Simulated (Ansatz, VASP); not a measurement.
This is a calculation of PbS for Ansatz 0.2.0.

The input input.yaml:

```yaml
crystal:
  lattice:
    - [4.0896976867, 0.0, 0.0]
    - [-2.0448488433, 3.5417820905, 0.0]
    - [0.0, 0.0, 3.788167]
  atoms:
    - { symbol: Pb, position: [0.0, 0.0, 0.0] }
    - { symbol: S, position: [0.6666666667, 0.3333333333, 0.5] }
kpoints:
  mp_grid: { grid: [5, 5, 4] }
scf:
  occupations: { method: fermi_dirac, width: 0.03 }
hamiltonian:
  xc: pbe
  pseudopotentials: { kind: all_electron, lapw: { basis_error: 0.001 } }
output:
  forces: true
  stress: true
  eigenvalues: true
```

Potentials or basis: all-electron LAPW, scalar-relativistic.

Run with:

```bash
$ ansatz run input.yaml --threads 1 --pin off --max-ram 3072MiB --backend cpu --events-out ev --progress --plain --runs-dir out
```

Task: Translate it to VASP 6.6.1. Potentials there: VASP PAW PBE potentials, release 64 (Pb_d, S).

Result: As run (the cutoff follows the program's own potentials):

INCAR

```
PREC = Accurate
ENCUT = 520
EDIFF = 1E-6
ISMEAR = -1
SIGMA = 0.03
LREAL = F
LASPH = T
NELM = 80
ALGO = Normal
ISIF = 2
LWAVE = F
LCHARG = T
GGA = PE
LELF = T
LVHAR = T
NBANDS = 17
```

The input KPOINTS:

```
Automatic mesh
0
Gamma
  5 5 4
```

POSCAR

```
PbS
1.0
    4.0896976867      0.0000000000      0.0000000000
   -2.0448488433      3.5417820905      0.0000000000
    0.0000000000      0.0000000000      3.7881670000
Pb S
1 1
Direct
    0.0000000000      0.0000000000      0.0000000000
    0.6666666667      0.3333333333      0.5000000000
```

Potentials or basis: VASP PAW PBE potentials, release 64 (Pb_d, S).

Run with:

```sh
$ cat potpaw_PBE.64/Pb_d/POTCAR potpaw_PBE.64/S/POTCAR > POTCAR
$ mpirun -np 1 vasp_std > vasp.out
```

Both were run:

|  | VASP | Ansatz | Ansatz less VASP |
| --- | --- | --- | --- |
| gap on the k mesh at the Fermi level (eV) | 0.15 | 0.15 | -0.005 |
| least direct gap on the mesh (eV) | 0.88 | 0.87 | -0.008 |
| pressure (GPa) | -0.1 | 0.0 | +0.07 |
| largest component of the traceless stress (GPa) | 0.56 | 0.58 | +0.018 |

Ansatz ran all-electron here, so the differences hold the error of VASP's frozen core and of both bases.

Caveats: spin-orbit coupling is left out, which as a rule narrows the gap of such compounds by several tenths of an eV; an odd mesh through Γ misses points on the zone boundary, where band edges often lie.
